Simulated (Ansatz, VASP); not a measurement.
PbS (Galena): VASP beside Ansatz

```
Pb S
1.0
     0.00000    2.96575    2.96575
     2.96575    0.00000    2.96575
     2.96575    2.96575    0.00000
Pb S
1 1
Cartesian
  0.0000 0.0000 0.0000
  2.9657 2.9657 2.9657
```

Alike in both runs: task relaxation of cell and atoms; functional revPBE; k mesh 8 × 8 × 8; occupations fermi-dirac, width 0.05 eV; no spin polarisation.

```csv
,VASP,Ansatz
version,VASP 6.6.1,Ansatz 0.2.0
potentials or method,"VASP PAW PBE potentials, release 64 (Pb_d, S), cutoff 600 eV","all-electron LAPW, scalar-relativistic"
```

VASP gave:

* relaxed volume (Å³/atom): 27.81
* relaxed cell length with the largest relative difference (Å): 4.285
* energy change over the relaxation (meV/atom): -18

Task: Estimate Ansatz's values.

Result: Relaxed volume (Å³/atom): 27.84; relaxed cell length with the largest relative difference (Å): 4.286; energy change over the relaxation (meV/atom): -19.

Ansatz ran all-electron here, so the differences hold the error of VASP's frozen core and of both bases.

Caveats: the PAW data sets were made with another functional, which shifts forces and pressure a little (VASP). A k mesh can miss the band edges. Zero-point motion and thermal expansion aren't in these numbers.
